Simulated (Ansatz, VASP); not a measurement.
**BN: VASP beside Ansatz**

File INCAR:

```
  ALGO = Normal
  EDIFF = 1E-6
  ENCUT = 520
  GGA = PS
  ISIF = 2
  ISMEAR = 0
  LASPH = T
  LCHARG = T
  LELF = T
  LREAL = F
  LVHAR = T
  LWAVE = F
  NBANDS = 16
  NELM = 100
  PREC = Accurate
  SIGMA = 0.05
```

File KPOINTS:

```
k-points
0
Gamma
  12 12 4
```

Contents of POSCAR:

```
BN
1.0
    2.4288719532      0.0000000000      0.0000000000
   -1.2144359766      2.2335760396      0.0000000000
    0.0000000000      0.0000000000      6.6612000000
B N
2 2
Direct
    0.3333333333      0.6666666667      0.2500000000
    0.6666666667      0.3333333333      0.7500000000
    0.3333333333      0.6666666667      0.7500000000
    0.6666666667      0.3333333333      0.2500000000
```

Input for Ansatz:

```yaml
crystal:
  lattice:
    - [2.4288719532, 0.0, 0.0]
    - [-1.2144359766, 2.2335760396, 0.0]
    - [0.0, 0.0, 6.6612]
  atoms:
    - { symbol: B, position: [0.3333333333, 0.6666666667, 0.25] }
    - { symbol: B, position: [0.6666666667, 0.3333333333, 0.75] }
    - { symbol: "N", position: [0.3333333333, 0.6666666667, 0.75] }
    - { symbol: "N", position: [0.6666666667, 0.3333333333, 0.25] }
basis:
  ecutwfc: 420
kpoints:
  mp_grid: { grid: [12, 12, 4] }
hamiltonian:
  xc: pbesol
scf:
  occupations: { method: gaussian, width: 0.05 }
output:
  forces: true
  stress: true
  eigenvalues: true
```

Change from the starting cell: strain -0.0300 x Voigt [1, -1, 0, 0, 0, 0], atoms carried along.

Alike in both runs: task single point; functional PBEsol; k mesh 12 × 12 × 4; occupations gaussian, width 0.05 eV; no spin polarisation.

```csv
,VASP,Ansatz
version,VASP 6.6.1,Ansatz 0.2.0
potentials or method,"VASP PAW PBE potentials, release 64 (B, N)","scalar-relativistic, plane waves, PAW"
plane-wave cutoff (eV),520,420
valence electrons in the cell,16,16
```

Ansatz gave:

* gap on the k mesh at the Fermi level (eV): 3.85
* least direct gap on the mesh (eV): 4.61
* pressure (GPa): 1.5
* largest component of the traceless stress (GPa): 22.59
* rms of the force components (eV/Å): 0.392

**Question.** Which values does VASP return?

**Answer.** gap on the k mesh at the Fermi level (eV): 3.84; least direct gap on the mesh (eV): 4.60; pressure (GPa): 1.8; largest component of the traceless stress (GPa): 22.91; rms of the force components (eV/Å): 0.397.

Atom by atom the forces differ by 0.005 eV/Å (rms over components). The functional is the same, so the differences come from potentials, cutoffs and numerics.

Caveats: the PAW data sets were made with another functional, which shifts forces and pressure a little (VASP); this functional lacks dispersion, which binds the layers, so the pressure and a relaxed spacing across them are unreliable. A k mesh can miss the band edges.
